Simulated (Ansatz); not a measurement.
A 2-atom cell of RbBr started from a crystallographic database, relaxed with r2SCAN: it is cubic, Fm-3m (No. 225); a = 6.922 Å in the conventional setting, 41.45 Å³ an atom. Rb has 6 Br at 3.46 Å; Br has 6 Rb at 3.46 Å. One-shot G0W0@PBE in the PAW code Ansatz on a 4×4×4 mesh (contour deformation, no spin-orbit coupling), from a PBE gap of 4.291 eV over the mesh points (the G0W0 gap is direct on the mesh); the number N of bands summed and the screening cutoff rise together. (Simulation; spin polarisation is off.)

```csv
N,cutoff (eV),1000/N,G0W0 gap (eV)
196,100,5.102,6.680
462,180,2.165,6.846
```

Question: Lay a straight line in 1000/N through these rows.

Answer: The slope is -0.0565 eV per unit of 1000/N and the intercept 6.968 eV.

Question: Predict the gap at N = 890 (260 eV).

Answer: 6.968 + (-0.0565) × 1.124 = 6.904 eV; the run gives 6.898 eV, -0.006 eV from the line.

Question: With that run's result added, what limit do the last two rows suggest?

Answer: Their slope is (6.898 − 6.846)/(1.124 − 2.165) = -0.0500, which meets 1/N = 0 at 6.95 eV, against 6.968 eV from the first line. The slope flattens, so the first line overshoots; the k mesh isn't extrapolated.

The runs are scalar-relativistic, without spin-orbit coupling.
